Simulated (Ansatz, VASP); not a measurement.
## Two plane-wave programs on C

Contents of INCAR:

```
SYSTEM = C
ALGO = Normal
EDIFF = 1E-7
ENCUT = 520
GGA = PE
ISIF = 2
ISMEAR = 0
ISPIN = 2
LASPH = .TRUE.
LCHARG = .TRUE.
LELF = .TRUE.
LORBIT = 11
LREAL = .FALSE.
LVHAR = .TRUE.
LWAVE = .FALSE.
MAGMOM = 1
NBANDS = 12
NELM = 150
PREC = Accurate
SIGMA = 0.1
```

KPOINTS

```
k-points
0
G
  8 8 10
  0 0 0
```

The input POSCAR:

```
C
1.0
    1.8818884948      0.0000000000      0.0000000000
    0.0000000000      1.8818884948      0.0000000000
    0.0000000000      0.0000000000      1.5999422656
C
1
Direct
    0.5000000000      0.5000000000      0.5000000000
```

Input for Ansatz:

```yaml
crystal:
  lattice:
    - [1.8818884948, 0.0, 0.0]
    - [0.0, 1.8818884948, 0.0]
    - [0.0, 0.0, 1.5999422656]
  atoms:
    - { symbol: C, position: [0.5, 0.5, 0.5], spin: 1.0 }
basis:
  ecutwfc: 420
kpoints:
  mp_grid: { grid: [8, 8, 10] }
hamiltonian:
  xc: pbe
scf:
  occupations: { method: gaussian, width: 0.1 }
  lower_state_search: "off"
output:
  forces: true
  stress: true
  eigenvalues: true
  populations: true
magnetization:
  spin_polarized: true
```

Alike in both runs: task single point; functional PBE; k mesh 8 × 8 × 10; occupations gaussian, width 0.1 eV; collinear spin.

|  | VASP | Ansatz |
| --- | --- | --- |
| version | VASP 6.6.1 | Ansatz 0.2.0 |
| potentials or method | VASP PAW PBE potentials, release 64 (C) | scalar-relativistic, plane waves, PAW |
| plane-wave cutoff (eV) | 520 | 420 |
| valence electrons in the cell | 4 | 4 |

|  | VASP | Ansatz | Ansatz less VASP |
| --- | --- | --- | --- |
| gap on the k mesh at the Fermi level (eV) | none | none | - |
| pressure (GPa) | 0.4 | 0.0 | -0.34 |
| largest component of the traceless stress (GPa) | 0.26 | 0.06 | -0.207 |
| net moment per atom (μB) | 0.00 | 0.00 | 0.000 |

A gap of «none» marks a metal or a gap that the smearing closes. Ansatz warned: «seeded_moment_not_kept».

Caveats: the k mesh is coarse (spacing up to 0.42 Å⁻¹), so the values aren't converged.
